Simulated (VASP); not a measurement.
N under changes of volume

One of the cells (16.879 Å³/atom); the others are scaled copies at fixed shape and fractional positions:

```
CELL_PARAMETERS angstrom
5.13030 0.00000 0.00000
0.00000 5.13030 0.00000
0.00000 0.00000 5.13030
ATOMIC_POSITIONS crystal
N 0.06204 0.43796 0.56204
N 0.43796 0.56204 0.06204
N 0.56204 0.06204 0.43796
N 0.93796 0.93796 0.93796
N 0.93796 0.56204 0.43796
N 0.56204 0.43796 0.93796
N 0.43796 0.93796 0.56204
N 0.06204 0.06204 0.06204
```

| Quantity | Value |
| --- | --- |
| Program | VASP 6.6.1 |
| Functional | LDA |
| Potentials or basis | VASP PAW LDA potentials, release 64 (N) |
| Cutoff | 520 eV |
| k mesh | 4 × 4 × 4 |
| Occupations | gaussian, width 0.02 eV |
| Spin | no spin polarisation |

```csv
volume (Å³/atom),energy over the lowest point (meV/atom),pressure (GPa),gap on the mesh (eV),largest force (eV/Å)
16.204,11.13,4.9,6.65,2.404
16.541,?,?,?,?
16.879,0.00,0.2,6.59,0.011
17.216,1.27,-1.7,6.55,1.066
17.554,6.54,-3.5,6.52,2.070
```

Q: What does the run at 16.541 Å³/atom give?

A: Energy over the lowest point 3.11 meV/atom; pressure 2.4 GPa; gap on the mesh 6.62 eV; largest force 1.166 eV/Å.

Worked out: A Birch-Murnaghan fit of order 2 (a polynomial in V^(-2/3)) to the other rows has its minimum at 16.95 Å³/atom with B0 = V·E''(V) = 103 GPa at fixed shape and positions, which overstates the stiffness. It gives 3.14 meV/atom at 16.541 Å³/atom, against the run's 3.11, and -dE/dV = 2.6 GPa, against 2.4. A straight line through the other rows of the gap, of slope -1.64 eV per unit of ln V, gives 6.62 eV, against the run's 6.62.

Energies are extrapolated to zero smearing.

Caveats: the standard files for N, O and F lose accuracy on very short bonds; forces of over 1 eV/Å show positions far from the minimum, so gaps and moduli don't describe the material at rest (some runs).

A mesh can miss the band edges.
